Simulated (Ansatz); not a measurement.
# Hg: the cost of one run

Program: Ansatz 0.2.0. Level of theory: DFT PBE+D3(BJ), scalar-relativistic, plane waves, PAW. These are calculated values, not measurements.

3 further runs of the same task are left out: 3 set aside as unsound or not needed.

### Step 1. The starting structure

The structure is hexagonal, space group P6_3/mmc (No. 194). The conventional cell has a = 3.352 Å, b = 3.352 Å, c = 5.286 Å, α = 90.00°, β = 90.00°, γ = 120.00°. Around Hg (site symmetry -6m2) lie 12 Hg at 3.28 to 3.35 Å.

Structure file:

```
Hg
1.0
     3.35221    0.00000    0.00000
    -1.67611    2.90310    0.00000
     0.00000    0.00000    5.28617
Hg
2
Direct
  0.66667 0.33333 0.75000
  0.33333 0.66667 0.25000
```

It goes back to an entry of the Materials Project, which need not be the stable form.

It is the result of an earlier relaxation at this level (volume 25.72 Å³/atom; gap on the mesh: none (metal)).

### Step 2. Electronic structure at the relaxed geometry

File input.yaml:

```yaml
crystal:
  lattice:
    - [3.3522124042, 0.0, 0.0]
    - [-1.6761062021, 2.9031011009, 0.0]
    - [0.0, 0.0, 5.2861746114]
  atoms:
    - { symbol: Hg, position: [0.6666666667, 0.3333333333, 0.75] }
    - { symbol: Hg, position: [0.3333333333, 0.6666666667, 0.25] }
basis:
  ecutwfc: 420
kpoints:
  mp_grid: { grid: [15, 15, 8] }
  band_path:
    path:
      - [[0.0, 0.0, 0.0], [0.5, 0.0, 0.0], [0.33333333, 0.33333333, 0.0], [0.0, 0.0, 0.0], [0.0, 0.0, 0.5], [0.5, 0.0, 0.5], [0.33333333, 0.33333333, 0.5], [0.0, 0.0, 0.5]]
      - [[0.5, 0.0, 0.5], [0.5, 0.0, 0.0]]
      - [[0.33333333, 0.33333333, 0.5], [0.33333333, 0.33333333, 0.0]]
    npoints: 14
hamiltonian:
  xc: pbe
  dispersion: d3bj
scf:
  occupations: { method: gaussian, width: 0.1 }
  n_extra_bands: 6
output:
  forces: true
  stress: true
  eigenvalues: true
  populations: true
  dos: { projected: true, de: 0.02, nscf_kmesh: { grid: [23, 23, 12] } }
  bader: true
  write_density: true
  write_potential: true
  elf: true
  volumetric_format: npy
```

Command:

```bash
ansatz run input.yaml --threads 1 --pin off --max-ram 2560MiB --backend cpu --events-out ev --progress --plain --runs-dir out
```

What time and memory should one allow on 1 thread of Arm Neoverse V1, shared host?

About 31 s, with a peak of 0.52 GiB.
